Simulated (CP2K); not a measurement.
# GaSb (F-43m) in CP2K: notebook

One crystal, GaSb, is run at these levels: r2SCAN; tasks: single point, equation of state.

Everything below comes from runs of CP2K 2026.2. Logs are shortened: lines on timing, memory, paths and dates and some standing lists are left out, and cuts for length are marked.

### 1 Starting point

Symmetry: F-43m, No. 216, cubic system. The conventional cell has a = 6.118 Å, b = 6.118 Å, c = 6.118 Å, α = 90.00°, β = 90.00°, γ = 90.00°. Sb (site symmetry -43m) has 4 Ga at 2.65 Å as nearest neighbours. Ga (site symmetry -43m) is surrounded by 4 Sb at 2.65 Å.

### 2 Single point, r2SCAN, 28.62 Å³/atom

File gasb_eos.inp:

```
&GLOBAL
  PROJECT gasb_eos
  RUN_TYPE ENERGY_FORCE
  PRINT_LEVEL LOW
&END GLOBAL
&FORCE_EVAL
  METHOD QS
  STRESS_TENSOR ANALYTICAL
  &DFT
    BASIS_SET_FILE_NAME BASIS_MOLOPT_UZH
    POTENTIAL_FILE_NAME POTENTIAL_UZH
    &MGRID
      CUTOFF 675
      REL_CUTOFF 60
      NGRIDS 4
    &END MGRID
    &QS
      METHOD GPW
      EPS_DEFAULT 1.0E-9
    &END QS
    &KPOINTS
      SCHEME MONKHORST-PACK 8 8 8
      GAMMA_CENTERED T
      SYMMETRY T
      SYMMETRY_BACKEND SPGLIB
    &END KPOINTS
    &SCF
      SCF_GUESS ATOMIC
      EPS_SCF 1.0E-6
      MAX_SCF 100
      ADDED_MOS 10
      CHOLESKY OFF
      EPS_EIGVAL 1.0E-7
      &DIAGONALIZATION ON
        ALGORITHM STANDARD
      &END DIAGONALIZATION
      &MIXING ON
        METHOD BROYDEN_MIXING
        ALPHA 0.4
        BETA 1.5
        NBUFFER 8
      &END MIXING
      &SMEAR ON
        METHOD FERMI_DIRAC
        ELECTRONIC_TEMPERATURE [K] 1160.452
      &END SMEAR
    &END SCF
    &XC
      &XC_FUNCTIONAL
        &MGGA_X_R2SCAN
        &END MGGA_X_R2SCAN
        &MGGA_C_R2SCAN
        &END MGGA_C_R2SCAN
      &END XC_FUNCTIONAL
    &END XC
    &PRINT
      &KPOINTS ON
      &END KPOINTS
      &MULLIKEN ON
      &END MULLIKEN
      &MO ON
        ENERGIES T
        OCCUPATION_NUMBERS T
        &EACH
          QS_SCF 0
        &END EACH
        ADD_LAST NUMERIC
      &END MO
    &END PRINT
  &END DFT
  &SUBSYS
    &CELL
      A 4.3260792873 0.0000000000 0.0000000000
      B 2.1630396436 3.7464945616 0.0000000000
      C 2.1630396436 1.2488315205 3.5322289469
      PERIODIC XYZ
    &END CELL
    &COORD
      SCALED
      Sb  0.7500000000 0.7500000000 0.7500000000
      Ga  0.0000000000 0.0000000000 0.0000000000
    &END COORD
    &KIND Sb
      BASIS_SET TZVP-MOLOPT-SCAN-GTH-q5
      POTENTIAL GTH-SCAN-q5
    &END KIND
    &KIND Ga
      BASIS_SET TZVP-MOLOPT-SCAN-GTH-q13
      POTENTIAL GTH-SCAN-q13
    &END KIND
    &PRINT
      &ATOMIC_COORDINATES ON
      &END ATOMIC_COORDINATES
      &CELL ON
      &END CELL
    &END PRINT
  &END SUBSYS
  &PRINT
    &FORCES ON
    &END FORCES
    &STRESS_TENSOR ON
    &END STRESS_TENSOR
  &END PRINT
&END FORCE_EVAL
```

Potentials or basis: POTENTIAL_UZH Sb GTH-SCAN-q5, Ga GTH-SCAN-q13; TZVP-MOLOPT-SCAN-GTH basis.

Command:

```bash
> OMP_NUM_THREADS=1 cp2k.psmp -i gasb_eos.inp -o gasb_eos.out
```

gasb_eos.out:

```text

 CP2K| version string:                                       CP2K version 2026.2
 CP2K| Input file name                                              gasb_eos.inp

 GLOBAL| Force Environment number                                              1
 GLOBAL| Basis set file name                                    BASIS_MOLOPT_UZH
 GLOBAL| Potential file name                                       POTENTIAL_UZH
 GLOBAL| MM Potential file name                                     MM_POTENTIAL
 GLOBAL| Coordinate file name                                      __STD_INPUT__
 GLOBAL| Method name                                                        CP2K
 GLOBAL| Project name                                                   gasb_eos
 GLOBAL| Run type                                                   ENERGY_FORCE
 GLOBAL| FFT library                                                       FFTW3
[... 6 lines left out ...]
 GLOBAL| Total number of message passing processes                             1
 GLOBAL| Number of threads for this process                                    1
 GLOBAL| CPU model name                          AMD EPYC 9R45 96-Core Processor

 CELL| Volume [angstrom^3]:                                            57.249069
 CELL| Vector a [angstrom]:       4.326     0.000     0.000   |a| =     4.326079
 CELL| Vector b [angstrom]:       2.163     3.746     0.000   |b| =     4.326079
 CELL| Vector c [angstrom]:       2.163     1.249     3.532   |c| =     4.326079
 CELL| Angle (b,c), alpha [degree]:                                    60.000000
 CELL| Angle (a,c), beta  [degree]:                                    60.000000
 CELL| Angle (a,b), gamma [degree]:                                    60.000000
 CELL| Numerically orthorhombic:                                              NO
 CELL| Periodicity                                                           XYZ

 CELL_REF| Volume [angstrom^3]:                                        57.249069
 CELL_REF| Vector a [angstrom     4.326     0.000     0.000   |a| =     4.326079
 CELL_REF| Vector b [angstrom     2.163     3.746     0.000   |b| =     4.326079
 CELL_REF| Vector c [angstrom     2.163     1.249     3.532   |c| =     4.326079
 CELL_REF| Angle (b,c), alpha [degree]:                                60.000000
 CELL_REF| Angle (a,c), beta  [degree]:                                60.000000
 CELL_REF| Angle (a,b), gamma [degree]:                                60.000000
 CELL_REF| Numerically orthorhombic:                                          NO
 CELL_REF| Periodicity                                                       XYZ
[... 9 lines left out ...]
 TOTAL NUMBERS AND MAXIMUM NUMBERS

  Total number of            - Atomic kinds:                                   2
                             - Atoms:                                          2
                             - Shell sets:                                     2
                             - Shells:                                        17
                             - Primitive Cartesian functions:                 10
                             - Cartesian basis functions:                     58
                             - Spherical basis functions:                     51

  Maximum angular momentum of- Orbital basis functions:                        3
                             - Local part of the GTH pseudopotential:          0
                             - Non-local part of the GTH pseudopotential:      4

 MODULE QUICKSTEP: ATOMIC COORDINATES IN ANGSTROM

   Atom Kind Element         X             Y             Z       Z(eff)     Mass
      1    1 Sb   51      6.489119      3.746495      2.649172   5.0000 121.7600
      2    2 Ga   31      0.000000      0.000000      0.000000  13.0000  69.7230

 SCF PARAMETERS         Density guess:                                    ATOMIC
                        --------------------------------------------------------
                        max_scf:                                             100
[... 7 lines left out ...]
                        --------------------------------------------------------
                        level_shift [a.u.]:                             0.000000
                        added MOs                                        10    0
                        --------------------------------------------------------
                        Mixing method:                            BROYDEN_MIXING
                                                charge density mixing in g-space
                        --------------------------------------------------------
                        Smear method:                                FERMI_DIRAC
                        Electronic temperature [K]:                       1160.5
                        Electronic temperature [a.u.]:                  3.67E-03
[... 50 lines left out ...]
    10 Broy./Diag. 0.40E+00    3.7     0.00012292       -79.7108129693  1.13E-04
    11 Broy./Diag. 0.40E+00    3.8     0.00001898       -79.7108219069 -8.94E-06
    12 Broy./Diag. 0.40E+00    3.8     0.00001889       -79.7107909158  3.10E-05
    13 Broy./Diag. 0.40E+00    3.9     0.00000098       -79.7107883954  2.52E-06

  *** SCF run converged in    13 steps ***

  Electronic density on regular grids:        -17.9999996449        0.0000003551
  Core density on regular grids:               17.9999999730       -0.0000000270
  Total charge density on r-space grids:        0.0000003281
  Total charge density g-space grids:           0.0000003281

  Overlap energy of the core charge distribution:               0.00000000283549
  Self energy of the core charge distribution:               -109.80129677233907
  Core Hamiltonian energy:                                     31.66340544080061
  Hartree energy:                                               9.16585264861766
  Exchange-correlation energy:                                -10.73870719903186
  Electronic entropic energy:                                  -0.00004251643095
  Fermi energy:                                                 0.14347119180948

  Total energy:                                               -79.71078839544410
  Total energy (extrapolated to T->0):                        -79.71076713722861

 MO| EIGENVALUES AND OCCUPATION NUMBERS FOR K POINT 1
 MO|
 MO|  Index      Eigenvalue [a.u.]        Eigenvalue [eV]             Occupation
 MO|      1              -0.417683             -11.365729               2.000000
 MO|      2              -0.416234             -11.326294               2.000000
 MO|      3              -0.416234             -11.326294               2.000000
 MO|      4              -0.414440             -11.277481               2.000000
 MO|      5              -0.414440             -11.277480               2.000000
 MO|      6              -0.253720              -6.904077               2.000000
[... 11 lines left out ...]
 MO|     18               0.677067              18.423939               0.000000
 MO|     19               0.677083              18.424356               0.000000
 MO| Sum:                                                              18.013399
 MO| E(Fermi):            0.143471 a.u.          3.904050 eV

 MO| EIGENVALUES AND OCCUPATION NUMBERS FOR K POINT 2
 MO|
 MO|  Index      Eigenvalue [a.u.]        Eigenvalue [eV]             Occupation
 MO|      1              -0.417715             -11.366602               2.000000
 MO|      2              -0.416196             -11.325278               2.000000
 MO|      3              -0.416141             -11.323762               2.000000
 MO|      4              -0.414570             -11.281025               2.000000
 MO|      5              -0.414380             -11.275857               2.000000
 MO|      6              -0.256847              -6.989158               2.000000
[... 291 lines left out ...]
 MO| EIGENVALUES AND OCCUPATION NUMBERS FOR K POINT 14
 MO|
 MO|  Index      Eigenvalue [a.u.]        Eigenvalue [eV]             Occupation
 MO|      1              -0.417971             -11.373568               2.000000
 MO|      2              -0.416061             -11.321606               2.000000
 MO|      3              -0.415957             -11.318755               2.000000
 MO|      4              -0.414615             -11.282238               2.000000
 MO|      5              -0.414380             -11.275855               2.000000
 MO|      6              -0.239304              -6.511806               2.000000
[... 11 lines left out ...]
 MO|     18               0.679822              18.498890               0.000000
 MO|     19               0.729564              19.852453               0.000000
 MO| Sum:                                                              18.000000
 MO| E(Fermi):            0.143471 a.u.          3.904050 eV

 [... the levels of further k-points ...]

 !-----------------------------------------------------------------------------!
                     Mulliken Population Analysis

 #  Atom  Element  Kind  Atomic population                           Net charge
       1     Sb       1          4.160138                              0.839862
       2     Ga       2         13.839862                             -0.839862
 # Total charge                             18.000000                  0.000000

 !-----------------------------------------------------------------------------!

 ENERGY| Total FORCE_EVAL ( QS ) energy [hartree]            -79.710784563187133

 FORCES| Atomic forces [hartree/bohr]
 FORCES|   Atom     x               y               z               |f|
 FORCES|      1 -1.04352915E-07 -5.54078414E-08 -1.28262007E-08   1.18844736E-07
 FORCES|      2  1.14537894E-07  6.13004480E-08  1.68949177E-08   1.31004246E-07
 FORCES| Sum     1.01849790E-08  5.89260656E-09  4.06871697E-09
 FORCES| Total atomic force                                       1.24503440E-08

 STRESS| Analytical stress tensor [bar]
 STRESS|                        x                   y                   z
 STRESS|      x       -2.38610734989E+03   5.83946852899E+00   4.13075323312E+00
 STRESS|      y        5.83946852899E+00  -2.39249292969E+03   2.33738204453E+00
 STRESS|      z        4.13075323312E+00   2.33738204453E+00  -2.39466388966E+03
 STRESS| 1/3 Trace                                            -2.39108805641E+03
 STRESS| Determinant                                          -1.36703897919E+10

 STRESS| Eigenvectors and eigenvalues of the analytical stress tensor [bar]
 STRESS|                        1                   2                   3
 STRESS| Eigenvalues  -2.39633339298E+03  -2.39593362406E+03  -2.38099715220E+03
 STRESS|      x          -0.393288740794     -0.428150621820      0.813640591047
 STRESS|      y           0.038927636300      0.876406785733      0.479995609411
 STRESS|      z           0.918590553782     -0.220449973819      0.328014029496
```

It took 66 s on 1 thread of AMD EPYC 9R45 (Zen 5), shared host; peak memory 0.47 GiB.

Results:

```yaml
Free_energy: -2169.0408 eV
Pressure: -0.2 GPa
Band_gap_on_the_k_mesh: 0.38 eV, direct
Mulliken_charges: Sb +0.84; Ga -0.84 e
```

Caveat: Mulliken charges move with the basis; spin-orbit coupling is left out, which moves the levels of the heavy elements; the basis of atomic orbitals isn't converged, which shifts pressures, moduli and gaps.

### 3 Single point, r2SCAN, 28.05 Å³/atom (volume scaled by 0.98)

gasb_eos.inp: that of step 2 with these lines changed.

```diff
@@ -11,2 +11,3 @@
     POTENTIAL_FILE_NAME POTENTIAL_UZH
+    WFN_RESTART_FILE_NAME previous-RESTART.kp
     &MGRID
@@ -27,3 +28,3 @@
     &SCF
-      SCF_GUESS ATOMIC
+      SCF_GUESS RESTART
       EPS_SCF 1.0E-6
@@ -72,5 +73,5 @@
     &CELL
-      A 4.3260792873 0.0000000000 0.0000000000
-      B 2.1630396436 3.7464945616 0.0000000000
-      C 2.1630396436 1.2488315205 3.5322289469
+      A 4.2970443233 0.0000000000 0.0000000000
+      B 2.1485221616 3.7213495452 0.0000000000
+      C 2.1485221616 1.2404498484 3.5085219981
       PERIODIC XYZ
```

Potentials or basis: POTENTIAL_UZH Sb GTH-SCAN-q5, Ga GTH-SCAN-q13; TZVP-MOLOPT-SCAN-GTH basis.

Command:

```bash
> OMP_NUM_THREADS=1 cp2k.psmp -i gasb_eos.inp -o gasb_eos.out
```

Run time: 56 s. Hardware: 1 thread of AMD EPYC 9R45 (Zen 5), shared host; peak memory 0.47 GiB.

The run converged. Its results:

- Free energy: -2169.0385 eV
- Pressure: 0.9 GPa
- Band gap on the k mesh: 0.54 eV, direct
- Mulliken charges: Sb +0.87; Ga -0.87 e

Caveat: Mulliken charges move with the basis; spin-orbit coupling is left out, which moves the levels of the heavy elements; the basis of atomic orbitals isn't converged, which shifts pressures, moduli and gaps.

### 4 Single point, r2SCAN, 29.20 Å³/atom (volume scaled by 1.02)

gasb_eos.inp: that of step 3 with these lines changed.

```diff
@@ -73,5 +73,5 @@
     &CELL
-      A 4.2970443233 0.0000000000 0.0000000000
-      B 2.1485221616 3.7213495452 0.0000000000
-      C 2.1485221616 1.2404498484 3.5085219981
+      A 4.3547296540 0.0000000000 0.0000000000
+      B 2.1773648269 3.7713065070 0.0000000000
+      C 2.1773648269 1.2571021689 3.5556218733
       PERIODIC XYZ
```

Command:

```bash
> OMP_NUM_THREADS=1 cp2k.psmp -i gasb_eos.inp -o gasb_eos.out
```

Run time: 55 s. Hardware: 1 thread of AMD EPYC 9R45 (Zen 5), shared host; peak memory 0.47 GiB.

It converged, with:

- Free energy: -2169.0354 eV
- Pressure: -1.2 GPa
- Band gap on the k mesh: 0.23 eV, direct
- Mulliken charges: Sb +0.81; Ga -0.81 e

Caveat: Mulliken charges move with the basis; spin-orbit coupling is left out, which moves the levels of the heavy elements; the basis of atomic orbitals isn't converged, which shifts pressures, moduli and gaps.

### 5 Single point, r2SCAN, 27.48 Å³/atom (volume scaled by 0.96)

gasb_eos.inp: that of step 4 with these lines changed.

```diff
@@ -73,5 +73,5 @@
     &CELL
-      A 4.3547296540 0.0000000000 0.0000000000
-      B 2.1773648269 3.7713065070 0.0000000000
-      C 2.1773648269 1.2571021689 3.5556218733
+      A 4.2676115891 0.0000000000 0.0000000000
+      B 2.1338057945 3.6958600497 0.0000000000
+      C 2.1338057945 1.2319533499 3.4844902713
       PERIODIC XYZ
```

Command:

```bash
> OMP_NUM_THREADS=1 cp2k.psmp -i gasb_eos.inp -o gasb_eos.out
```

Wall time 58 s (1 thread of AMD EPYC 9R45 (Zen 5), shared host); peak memory 0.48 GiB.

Results (log left out):

```
Free energy            : -2169.0278 eV
Pressure               : 2.1 GPa
Band gap on the k mesh : 0.70 eV, direct
Mulliken charges       : Sb +0.90; Ga -0.90 e
```

Caveat: Mulliken charges move with the basis; spin-orbit coupling is left out, which moves the levels of the heavy elements; the basis of atomic orbitals isn't converged, which shifts pressures, moduli and gaps.

### 6 Single point, r2SCAN, 29.77 Å³/atom (volume scaled by 1.04)

gasb_eos.inp: that of step 5 with these lines changed.

```diff
@@ -73,5 +73,5 @@
     &CELL
-      A 4.2676115891 0.0000000000 0.0000000000
-      B 2.1338057945 3.6958600497 0.0000000000
-      C 2.1338057945 1.2319533499 3.4844902713
+      A 4.3830079116 0.0000000000 0.0000000000
+      B 2.1915039557 3.7957961964 0.0000000000
+      C 2.1915039557 1.2652653988 3.5787109740
       PERIODIC XYZ
```

Potentials or basis: POTENTIAL_UZH Sb GTH-SCAN-q5, Ga GTH-SCAN-q13; TZVP-MOLOPT-SCAN-GTH basis.

Command:

```bash
> OMP_NUM_THREADS=1 cp2k.psmp -i gasb_eos.inp -o gasb_eos.out
```

Run time: 56 s. Hardware: 1 thread of AMD EPYC 9R45 (Zen 5), shared host; peak memory 0.47 GiB.

It converged, with:

```yaml
Free_energy: -2169.0233 eV
Pressure: -2.1 GPa
Band_gap_on_the_k_mesh: none (metal or under the smearing width)
Mulliken_charges: Sb +0.78; Ga -0.78 e
```

Caveat: Mulliken charges move with the basis; the basis of atomic orbitals isn't converged, which shifts pressures, moduli and gaps.

### 7 Single point, r2SCAN, 26.91 Å³/atom (volume scaled by 0.94)

gasb_eos.inp: that of step 6 with these lines changed.

```diff
@@ -73,5 +73,5 @@
     &CELL
-      A 4.3830079116 0.0000000000 0.0000000000
-      B 2.1915039557 3.7957961964 0.0000000000
-      C 2.1915039557 1.2652653988 3.5787109740
+      A 4.2377671750 0.0000000000 0.0000000000
+      B 2.1188835875 3.6700140289 0.0000000000
+      C 2.1188835875 1.2233380096 3.4601224092
       PERIODIC XYZ
```

Command:

```bash
> OMP_NUM_THREADS=1 cp2k.psmp -i gasb_eos.inp -o gasb_eos.out
```

Wall time 67 s (1 thread of AMD EPYC 9R45 (Zen 5), shared host); peak memory 0.48 GiB.

It converged, with:

| Property | Result |
| --- | --- |
| Free energy | -2169.0076 eV |
| Pressure | 3.5 GPa |
| Band gap on the k mesh | 0.79 eV, indirect (least direct gap 0.87 eV) |
| Mulliken charges | Sb +0.93; Ga -0.93 e |

Caveat: Mulliken charges move with the basis; spin-orbit coupling is left out, which moves the levels of the heavy elements; the basis of atomic orbitals isn't converged, which shifts pressures, moduli and gaps.

### 8 Single point, r2SCAN, 30.34 Å³/atom (volume scaled by 1.06)

gasb_eos.inp: that of step 7 with these lines changed.

```diff
@@ -73,5 +73,5 @@
     &CELL
-      A 4.2377671750 0.0000000000 0.0000000000
-      B 2.1188835875 3.6700140289 0.0000000000
-      C 2.1188835875 1.2233380096 3.4601224092
+      A 4.4109259121 0.0000000000 0.0000000000
+      B 2.2054629560 3.8199738941 0.0000000000
+      C 2.2054629560 1.2733246313 3.6015059260
       PERIODIC XYZ
```

Command:

```bash
> OMP_NUM_THREADS=1 cp2k.psmp -i gasb_eos.inp -o gasb_eos.out
```

It took 59 s on 1 thread of AMD EPYC 9R45 (Zen 5), shared host; peak memory 0.47 GiB.

It converged, with:

```
Free energy            : -2169.0051 eV
Pressure               : -2.9 GPa
Band gap on the k mesh : none (metal or under the smearing width)
Mulliken charges       : Sb +0.75; Ga -0.75 e
```

Caveat: Mulliken charges move with the basis; the basis of atomic orbitals isn't converged, which shifts pressures, moduli and gaps.

### 9 Equation of state, r2SCAN

Potentials or basis: POTENTIAL_UZH Sb GTH-SCAN-q5, Ga GTH-SCAN-q13; TZVP-MOLOPT-SCAN-GTH basis.

This step only gathers the single runs of the series.

What came out:

| Property | Result |
| --- | --- |
| Equilibrium volume | 28.50 Å³/atom |
| Bulk modulus | 54 GPa |
| Pressure derivative of the bulk modulus | 4.6 |

Energy against volume, from the lowest point:
| volume (Å³/atom) | energy (meV/atom) |
| --- | --- |
| 26.907 | 16.59 |
| 27.480 | 6.48 |
| 28.052 | 1.12 |
| 28.625 | 0.00 |
| 29.197 | 2.68 |
| 29.770 | 8.73 |
| 30.342 | 17.81 |

Caveat: the basis of atomic orbitals isn't converged, which shifts pressures, moduli and gaps. Spin-orbit coupling is left out, which matters for the levels of Sb.
